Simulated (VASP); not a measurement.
# SiC in VASP: notebook

The runs below take SiC through single point, molecular dynamics, with PBE.

Program: VASP 6.6.1. These are calculated values, not measurements. Logs are shortened: lines on timing, memory, paths and dates and some standing lists are left out, and cuts for length are marked.

**1. Starting point**

The cell holds a amorphous, 16 atoms: a = 5.556 Å, b = 7.141 Å, c = 5.480 Å, α = 89.93°, β = 88.14°, γ = 83.62°.

The cell was built by a generator and needn't be a form met in nature.

**2. Single point, PBE**

INCAR reads:

```
PREC = Accurate
ENCUT = 520
EDIFF = 1E-6
ISMEAR = 0
SIGMA = 0.1
LREAL = Auto
LASPH = T
NELM = 100
ALGO = Fast
ISIF = 2
LWAVE = F
LCHARG = T
GGA = PE
LELF = T
LVHAR = T
NBANDS = 46
```

KPOINTS reads:

```
Automatic mesh
0
Gamma
  3 2 3
```

POSCAR reads:

```
SiC
1.0
    5.5030100000      0.6238840000      0.4399500000
    0.0570240000      7.1005070000     -0.7557740000
   -0.3224200000      0.5884510000      5.4389490000
Si C
8 8
Direct
    0.2791727538      0.2510725155      0.3763464276
    0.5215250154      0.7382705257      0.0112819109
    0.3334457561      0.9188929891      0.6277845167
    0.8034371880      0.8273656461      0.4333527034
    0.7351975950      0.2065064840      0.5552650061
    0.9001229084      0.9347771624      0.9153250383
    0.9957128394      0.5041429625      0.6138761881
    0.3351186559      0.4302251165      0.9643647154
    0.2877669414      0.6064697266      0.3563478873
    0.1757823704      0.9085920899      0.2108513656
    0.3579046362      0.1099017840      0.0114565822
    0.0912824479      0.1559304633      0.7736616903
    0.8779034317      0.6439339054      0.1159482997
    0.5370673356      0.5938409604      0.5990853718
    0.6870350139      0.2499406862      0.9781532457
    0.6521863032      0.4467617342      0.2364148917
```

Potentials or basis: VASP PAW PBE potentials, release 64 (Si, C).

On the command line:

```bash
cat potpaw_PBE.64/Si/POTCAR potpaw_PBE.64/C/POTCAR > POTCAR
mpirun -np 1 vasp_std > vasp.out
```

OUTCAR:

```text
PREC = Accurate
   ENCUT = 520
   EDIFF = 1E-6
   ISMEAR = 0
   LREAL = Auto
   LASPH = T
   NELM = 100
   ISIF = 2
   GGA = PE

 ion  position               nearest neighbor table
   1  0.279  0.251  0.376-  11 2.25  12 2.51   9 2.55   7 2.58   8 2.62   5 2.73   3 2.73
   2  0.522  0.738  0.011-  13 2.12  10 2.39  16 2.47  14 2.48   9 2.50   8 2.55   3 2.65   6 2.69
                             4 2.94
   3  0.333  0.919  0.628-  12 2.18  14 2.47  10 2.48  11 2.52   2 2.65   1 2.73   4 2.80   6 2.83

   4  0.803  0.827  0.433-  13 2.18  10 2.49  14 2.50   7 2.64   5 2.77   3 2.80   6 2.84   2 2.94
                             6 2.99
   5  0.735  0.207  0.555-  12 2.34  15 2.34  16 2.47   7 2.73   1 2.73   4 2.77   6 2.87
   6  0.900  0.935  0.915-  12 2.13  10 2.26  13 2.36  15 2.44   2 2.69   3 2.83   4 2.84   5 2.87
                             4 2.99
   7  0.996  0.504  0.614-   9 2.30  14 2.56   1 2.58   4 2.64   5 2.73   8 2.74
   8  0.335  0.430  0.964-  15 2.22  11 2.29  16 2.36   9 2.48   2 2.55  14 2.60   1 2.62   7 2.74

   9  0.288  0.606  0.356-  14 1.95   7 2.30   8 2.48   2 2.50   1 2.55
  10  0.176  0.909  0.211-   6 2.26   2 2.39   3 2.48   4 2.49
  11  0.358  0.110  0.011-  12 2.00   1 2.25   8 2.29   3 2.52
  12  0.091  0.156  0.774-  11 2.00   6 2.13   3 2.18   5 2.34   1 2.51
  13  0.878  0.644  0.116-   2 2.12   4 2.18   6 2.36
  14  0.537  0.594  0.599-   9 1.95   3 2.47   2 2.48   4 2.50   7 2.56   8 2.60
  15  0.687  0.250  0.978-  16 1.99   8 2.22   5 2.34   6 2.44
  16  0.652  0.447  0.236-  15 1.99   8 2.36   5 2.47   2 2.47

  Warning from LATTYP: Got some problem with cell dimensions!
  Tried to take original basis but could not verify dimensions!
  LATTYP: Found a triclinic cell.
 ALAT       =    12.2291937398
 B/A-ratio  =     1.1061807977
 C/A-ratio  =     1.3691326210
 COS(alpha) =     0.0000356202
 COS(beta)  =     0.5194091732
 COS(gamma) =     0.8509802392

  Lattice vectors:

 A1 = (  11.3284400000,   0.6593170000,  -4.5590490000)
 A2 = (  11.2714160000,  -6.4411900000,  -3.8032750000)
 A3 = (   5.9394780000,  14.2364470000,  -6.5105470000)

Analysis of symmetry for initial positions (statically):
=====================================================================
 Subroutine PRICEL returns:
 Original cell was already a primitive cell.

 Routine SETGRP: Setting up the symmetry group for a
 triclinic supercell.

 Subroutine GETGRP returns: Found  1 space group operations
 (whereof  1 operations were pure point group operations)
 out of a pool of  2 trial point group operations.

The static configuration has the point symmetry C_1 .

Analysis of symmetry for dynamics (positions and initial velocities):
[... 133 lines left out ...]
   TEBEG  =    0.0;   TEEND  =   0.0 temperature during run
   PSTRESS=    0.0 pullay stress
   NELECT =      64.0000    total number of electrons
   NUPDOWN=      -1.0000    fix difference up-down
   EMIN   =  10.00;   EMAX   =-10.00  energy-range for DOS
   EFERMI =   0.00;   METHOD = LEGACY
   ISMEAR =     0;   SIGMA  =   0.10  broadening in eV -4-tet -1-fermi 0-gaus
   EFERMI_NEDOS =   21; number of points for ismear=-14 and -15
   IALGO  =     68    algorithm
   IMIX   =      4    mixing-type and parameters
     AMIX     =   0.40;   BMIX     =  1.00
     AMIX_MAG =   1.60;   BMIX_MAG =  1.00
  volume/ion in A,a.u.               =      13.50        91.08
  Fermi-wavevector in a.u.,A,eV,Ry     =   1.091483  2.062604 16.209095  1.191335
  Thomas-Fermi vector in A             =   2.227729
   LORBIT       =      0    0 simple, 1 ext, 2 COOP (PROOUT), +10 PAW based schemes
   GGA     = PE    functional components
   LHFCALC =     F    Hartree Fock is set to
   AEXX    =    0.0000 exact exchange contribution
   IVDW    =     0    specifies the selected vdW correction
   LEPSILON=     F    determine dielectric tensor
   LRPA    =     F    only Hartree local field effects (RPA)
 non-spin polarized calculation
 RMM-DIIS sequential band-by-band and
 Gauss-broadening in eV      SIGMA  =   0.10
  energy-cutoff  :      520.00
  volume of cell :      215.95
 maximum number of plane-waves:      5832
 NGX is ok and might be reduce to    42
   NGX = 21   NGY = 27   NGZ = 21

 number of electron      64.0000000 magnetization

 Free energy of the ion-electron system (eV)
  ---------------------------------------------------
  ext. energy  EPLUGINS =         0.00000000
  ---------------------------------------------------
  free energy    TOTEN  =       -84.14211389 eV

  energy without entropy =      -84.09821035  energy(sigma->0) =      -84.12016212

 E-fermi :   6.4197     XC(G=0): -10.5854

 val. band max:        6.4117053700   @ k =  -0.3333   0.0000   0.3333
 cond. band min:       6.4235865740   @ k =   0.0000   0.0000   0.0000
 fundamental gap:      0.0118812040
 Fermi energy:         6.4196700988

 k-point     1 :       0.0000    0.0000    0.0000
  band No.  band energies     occupation
      1      -8.2830      2.00000
      2      -6.6026      2.00000
      3      -5.6837      2.00000
      4      -4.9583      2.00000
      5      -4.3482      2.00000
      6      -3.3298      2.00000
[... 459 lines left out ...]
     43       9.2923      0.00000
     44       9.5626      0.00000
 [bands above 44 left out]

------------------------ aborting loop because EDIFF is reached ----------------------------------------

  FORCE on cell =-STRESS in cart. coord.  units (eV):
  Direction    XX          YY          ZZ          XY          YZ          ZX
  --------------------------------------------------------------------------------------
  -------------------------------------------------------------------------------------
  Total      -25.8707955    -23.9208965    -29.1970519      0.9799906     -3.3760023     -4.0864733
  in kB     -191.9405196   -177.4738356   -216.6186705      7.2707433    -25.0472251    -30.3183487
  external PRESSURE =    -195.3443419 kB  Pullay stress =       0.0000000 kB

 VOLUME and BASIS-vectors are now :
 -----------------------------------------------------------------------------
  energy-cutoff  :      520.00
  volume of cell :      215.95
      direct lattice vectors                 reciprocal lattice vectors
     5.503010000  0.623884000  0.439950000     0.180893667 -0.000307821  0.010756650
     0.057024000  7.100507000 -0.755774000    -0.014514382  0.139256335 -0.015926837
    -0.322420000  0.588451000  5.438949000    -0.016649129  0.019375387  0.180775830

 POSITION                                       TOTAL-FORCE (eV/Angst)
 -----------------------------------------------------------------------------------
      1.42927      2.17837      1.98000         0.331992     -0.756419      0.198559
      2.90842      5.57411     -0.26716        -0.230209      0.040823      0.184804
      1.68494      7.10206      2.86671        -0.263193      0.516837     -0.747938
      4.32878      6.63097      2.08515         0.440868     -0.734305      0.043286
      3.87855      2.25172      3.18744        -0.273908      0.896541      0.301781
      4.71157      7.73759      4.66794         1.039561      0.992038      0.466751
[... 8 lines left out ...]
      3.47964      2.77893      5.43349        -1.528340      0.060731     -0.165307
      3.53824      3.71824      1.23513         1.178588     -0.785871     -1.411501
 -----------------------------------------------------------------------------------
    total drift:                               -0.012696      0.005613      0.002270

  FREE ENERGIE OF THE ION-ELECTRON SYSTEM (eV)
  ---------------------------------------------------
  free  energy   TOTEN  =       -84.1421138944 eV

  energy  without entropy=      -84.0982103528  energy(sigma->0) =      -84.12016212
```

stdout:

```text
POSCAR found type information on POSCAR SiC
 POSCAR found :  2 types and      16 ions
 scaLAPACK will be used
 LDA part: xc-table for (Slater+PW92), standard interpolation
 POSCAR, INCAR and KPOINTS ok, starting setup
 FFT: planning ... GRIDC
 FFT: planning ... GRID_SOFT
 FFT: planning ... GRID
 WAVECAR not read
 entering main loop
```

Wall time 2.4 min (1 thread of Intel Xeon Platinum 8488C (Sapphire Rapids), shared host); peak memory 0.31 GiB.

What came out:

```
Free energy            : -84.1421 eV
Pressure               : -19.5 GPa
Largest force          : 3.156 eV/Å
Band gap on the k mesh : none (metal or under the smearing width)
```

Forces on the atoms (eV/Å):
```
Si   0.332 -0.756  0.199
Si  -0.230  0.041  0.185
Si  -0.263  0.517 -0.748
Si   0.441 -0.734  0.043
Si  -0.274  0.897  0.302
Si   1.040  0.992  0.467
Si   0.424  0.195 -0.140
Si   0.507 -0.224 -0.146
C    1.262 -0.412  1.705
C    0.923  0.175 -0.042
C   -1.516  0.968 -0.103
C    1.923 -1.561  0.579
C   -3.109 -0.029  0.538
C   -1.110  0.658 -1.261
C   -1.528  0.061 -0.165
C    1.179 -0.786 -1.412
```

Caveat: the k mesh is coarse (spacing up to 0.44 Å⁻¹), so the values aren't converged; so large a pressure means that the cell lies far from this level's equilibrium, or that cutoff or potentials fall short.

**3. Single point, PBE**

INCAR reads:

```
ALGO = Fast
EDIFF = 1E-6
ENCUT = 520
GGA = PE
ISIF = 2
ISMEAR = 0
LASPH = True
LCHARG = False
LREAL = Auto
LWAVE = False
NBANDS = 46
NELM = 100
PREC = Accurate
SIGMA = 0.1
```

KPOINTS reads:

```
k-points
0
Gamma
  3 2 3
```

POSCAR reads:

```
SiC
1.0
    5.5030100000      0.6238840000      0.4399500000
    0.0570240000      7.1005070000     -0.7557740000
   -0.3224200000      0.5884510000      5.4389490000
Si C
8 8
Direct
    0.2827386998      0.2502523422      0.3667244026
    0.5090493359      0.7360946104      0.0240110567
    0.3390464816      0.9201757689      0.6245495999
    0.7990080007      0.8132739550      0.4334537316
    0.7488857650      0.2294167117      0.5559956333
    0.9146447612      0.9445694081      0.9392915869
    0.9980213829      0.4959375262      0.6018981205
    0.3709645191      0.4235918086      0.9490706450
    0.3125909966      0.5857309964      0.4158926383
    0.1980695961      0.9289610661      0.1982849815
    0.3087033089      0.1611080422      0.0209026135
    0.1468820683      0.0778262637      0.7838268571
    0.7561984449      0.6575516165      0.1593506226
    0.4648172736      0.6200814993      0.5546356687
    0.6608461273      0.2728447007      0.9630622896
    0.6817367671      0.4064539251      0.1920472536
```

Potentials or basis: VASP PAW PBE potentials, release 64 (Si, C).

On the command line:

```bash
cat potpaw_PBE.64/Si/POTCAR potpaw_PBE.64/C/POTCAR > POTCAR
mpirun -np 1 vasp_std > vasp.out
```

It took 2.3 min on 1 thread of Intel Xeon Platinum 8488C (Sapphire Rapids), shared host; peak memory 0.31 GiB.

Results (log left out):

| Item | Value |
| --- | --- |
| Free energy | -89.9767 eV |
| Pressure | -4.8 GPa |
| Largest force | 9.468 eV/Å |
| Band gap on the k mesh | none (metal or under the smearing width) |

Forces on the atoms (eV/Å):
```
Si   0.027 -0.820  0.181
Si  -6.268  1.895 -3.427
Si   3.749 -3.177 -3.334
Si  -0.220 -0.718  0.594
Si  -0.188  0.558 -0.051
Si  -0.215  0.663  1.403
Si   1.612  0.598 -0.117
Si  -1.640  0.867 -1.006
C   -7.434 -3.463 -4.732
C    0.902  0.608  0.243
C   -1.926 -1.264 -0.524
C   -0.915  3.494  3.107
C    4.596 -2.929  2.880
C    5.589  4.375  6.030
C    1.698  0.589  0.847
C    0.633 -1.275 -2.094
```

Stress tensor (GPa, compression positive):
```
  3.67  -4.99   0.13
 -4.99 -12.59  -2.04
  0.13  -2.04  -5.54
```

Levels at points of the mesh, in eV from the Fermi level:
```csv
k point,band 28,band 29,band 30,band 31,band 32,band 33,band 34,band 35,band 36,band 37
"(0.00, 0.00, 0.00)",-1.75,-1.06,-0.90,-0.46,-0.29,-0.08,0.55,0.74,1.04,1.60
"(0.00, 0.50, 0.00)",-1.41,-1.08,-0.73,-0.47,-0.14,-0.03,0.29,0.88,1.29,1.69
```

Caveat: the k mesh is coarse (spacing up to 0.44 Å⁻¹), so the values aren't converged; the standard files for N, O and F lose accuracy on very short bonds.

**4. Single point, PBE**

INCAR reads:

```
SYSTEM = SiC
ALGO     = Normal         ! electronic algorithm
EDIFF    = 1E-6           ! SCF threshold, eV
ENCUT    = 520            ! plane-wave cutoff, eV
GGA      = PE             ! functional
ISIF     = 2              ! what is computed and relaxed
ISMEAR   = 0              ! smearing method
LASPH    = .TRUE.         ! aspherical terms in the spheres
LCHARG   = .FALSE.        ! write CHGCAR
LREAL    = Auto         
LWAVE    = .FALSE.        ! write WAVECAR
NBANDS   = 46             ! bands
NELM     = 100            ! most SCF steps
PREC     = Accurate       ! precision mode
SIGMA    = 0.1            ! smearing width, eV
```

KPOINTS reads:

```
k-points
0
G
  3 2 3
  0 0 0
```

POSCAR reads:

```
SiC
1.0
    5.5030100000      0.6238840000      0.4399500000
    0.0570240000      7.1005070000     -0.7557740000
   -0.3224200000      0.5884510000      5.4389490000
Si C
8 8
Direct
    0.2866343729      0.2430030654      0.3594002456
    0.4527504215      0.7509012981      0.0198203972
    0.3695955236      0.9067878325      0.5874931199
    0.7938254458      0.7940511937      0.4390526078
    0.7598557583      0.2551579070      0.5562836076
    0.9265147400      0.9569099419      0.9757202163
    1.0124999984      0.4918589422      0.5904019004
    0.3855053124      0.4255561011      0.9272672302
    0.2548314203      0.5325480670      0.4414207413
    0.2426121342      0.9528183507      0.1866184308
    0.2170279194      0.1948675413      0.0203490395
    0.2030946777      0.0462643825      0.8638304779
    0.7002983172      0.6194124268      0.2277433678
    0.4510487906      0.6869643061      0.5681764705
    0.6703255921      0.2849945514      0.9396717505
    0.7325637208      0.3671675034      0.1326835835
```

On the command line:

```bash
cat potpaw_PBE.64/Si/POTCAR potpaw_PBE.64/C/POTCAR > POTCAR
mpirun -np 1 vasp_std > vasp.out
```

It took 2.3 min on 1 thread of Intel Xeon Platinum 8488C (Sapphire Rapids), shared host; peak memory 0.3 GiB.

The run converged. Its results:

| Property | Result |
| --- | --- |
| Free energy | -91.2500 eV |
| Pressure | 1.3 GPa |
| Largest force | 9.548 eV/Å |
| Band gap on the k mesh | none (metal or under the smearing width) |

Forces in eV/Å, atoms in the order of the input:
```
Si  -0.099  0.082  0.569
Si   0.727 -0.480  0.771
Si  -2.211  9.035 -0.711
Si  -0.211 -0.435  0.946
Si  -0.324 -0.708 -0.543
Si  -1.506 -0.647  1.141
Si  -5.479 -0.190  3.313
Si  -2.686  0.573 -0.724
C    7.795  2.004 -1.766
C   -0.090 -1.461 -1.061
C    0.799  1.798  1.068
C    0.769 -0.534 -0.916
C   -0.369 -2.181 -2.749
C    0.334 -9.513 -0.751
C    1.419 -2.210 -3.000
C    1.132  4.868  4.414
```

Stress tensor (GPa, compression positive):
```
10.05 -0.92 -5.72
-0.92 -1.34 -5.61
-5.72 -5.61 -4.73
```

Levels at points of the mesh, in eV from the Fermi level:
```tsv
k point	band 29	band 30	band 31	band 32	band 33	band 34	band 35	band 36
(0.00, 0.00, 0.00)	-1.18	-0.93	-0.71	-0.34	-0.01	0.51	0.65	1.10
(0.00, 0.50, 0.00)	-1.55	-0.82	-0.50	-0.21	0.05	0.78	1.14	1.41
```

Caveat: the k mesh is coarse (spacing up to 0.44 Å⁻¹), so the values aren't converged.

**5. Molecular dynamics, PBE**

INCAR reads:

```
ALGO = Fast
ANDERSEN_PROB = 0.0
EDIFF = 1E-5
ENCUT = 520
GGA = PE
IBRION = 0
ISIF = 2
ISMEAR = 0
ISYM = 0
LASPH = True
LCHARG = True
LREAL = Auto
LWAVE = False
MDALGO = 1
NBANDS = 46
NELM = 100
NELMIN = 4
NSW = 40
POTIM = 1.0
PREC = Accurate
RANDOM_SEED = 367167 0 0
SIGMA = 0.1
TEBEG = 900.0
TEEND = 900.0
```

KPOINTS reads:

```
k-points
0
Gamma
  3 2 3
```

POSCAR reads:

```
SiC
1.0
    5.5030100000      0.6238840000      0.4399500000
    0.0570240000      7.1005070000     -0.7557740000
   -0.3224200000      0.5884510000      5.4389490000
Si C
8 8
Direct
    0.2790700000      0.2448930000      0.3862980000
    0.5252800000      0.7425920000      0.0001780000
    0.3271560000      0.9204100000      0.6211820000
    0.8117120000      0.8340520000      0.4327930000
    0.7200430000      0.1924890000      0.5592930000
    0.8967670000      0.9319220000      0.9000220000
    0.9990060000      0.5131930000      0.6232080000
    0.3051920000      0.4347830000      0.9758650000
    0.2980000000      0.6143040000      0.3448370000
    0.1786130000      0.8916630000      0.2205820000
    0.3648590000      0.0832490000      0.0061260000
    0.0864800000      0.2006210000      0.7742570000
    0.9331310000      0.6293990000      0.0945650000
    0.5705370000      0.5877040000      0.6118330000
    0.6773910000      0.2325300000      0.9922510000
    0.6502950000      0.4686980000      0.2345630000
```

On the command line:

```bash
cat potpaw_PBE.64/Si/POTCAR potpaw_PBE.64/C/POTCAR > POTCAR
mpirun -np 1 vasp_std > vasp.out
```

It took 27 min on 1 thread of Intel Xeon Platinum 8488C (Sapphire Rapids), shared host; peak memory 0.42 GiB.

Step by step:
```tsv
step	potential energy change (eV)	largest force (eV/Å)	pressure (GPa)	volume (Å³)	temperature (K)
1	0.0000	1.7744	-20.21	215.95	898
2	-0.0021	1.8059	-20.23	215.95	899
3	-0.0186	1.8419	-20.24	215.95	908
4	-0.0502	1.8920	-20.26	215.95	924
5	-0.0977	1.9456	-20.27	215.95	948
6	-0.1626	2.0178	-20.28	215.95	982
7	-0.2464	2.0963	-20.28	215.95	1025
8	-0.3510	2.1824	-20.28	215.95	1079
9	-0.4789	2.2723	-20.26	215.95	1145
10	-0.6331	2.3697	-20.23	215.95	1225
11	-0.8166	2.4808	-20.20	215.95	1320
12	-1.0325	2.6785	-20.15	215.95	1431
13	-1.2841	2.9012	-20.07	215.95	1561
14	-1.5745	3.1460	-19.96	215.95	1711
15	-1.9066	3.3990	-19.82	215.95	1882
16	-2.2824	3.6704	-19.63	215.95	2076
17	-2.7044	3.9481	-19.35	215.95	2294
18	-3.1751	4.2095	-18.98	215.95	2537
19	-3.6967	4.4531	-18.45	215.95	2806
20	-4.2680	4.5955	-17.74	215.95	3100
21	-4.8765	4.5514	-16.77	215.95	3413
22	-5.4902	4.0487	-15.44	215.95	3726
23	-6.0344	3.2650	-13.62	215.95	4002
24	-6.3748	4.0463	-11.16	215.95	4170
25	-6.3365	5.8139	-8.00	215.95	4145
26	-5.8398	12.8494	-4.37	215.95	3895
27	-5.1666	19.6137	-1.00	215.95	3571
28	-4.9806	21.8680	0.99	215.95	3488
29	-5.6268	17.8124	1.06	215.95	3805
30	-6.6668	10.4743	-0.22	215.95	4321
31	-7.5025	6.4344	-1.86	215.95	4747
32	-7.9021	5.8298	-3.19	215.95	4956
33	-7.9147	5.1213	-3.96	215.95	4968
34	-7.6696	5.2648	-4.15	215.95	4846
35	-7.2822	5.8432	-3.86	215.95	4650
36	-6.8418	7.1540	-3.22	215.95	4425
37	-6.4181	8.4719	-2.36	215.95	4208
38	-6.0609	9.3644	-1.45	215.95	4025
39	-5.8006	9.7693	-0.57	215.95	3890
40	-5.6488	9.7125	0.22	215.95	3812
```

Caveat: the k mesh is coarse (spacing up to 0.44 Å⁻¹), so the values aren't converged.
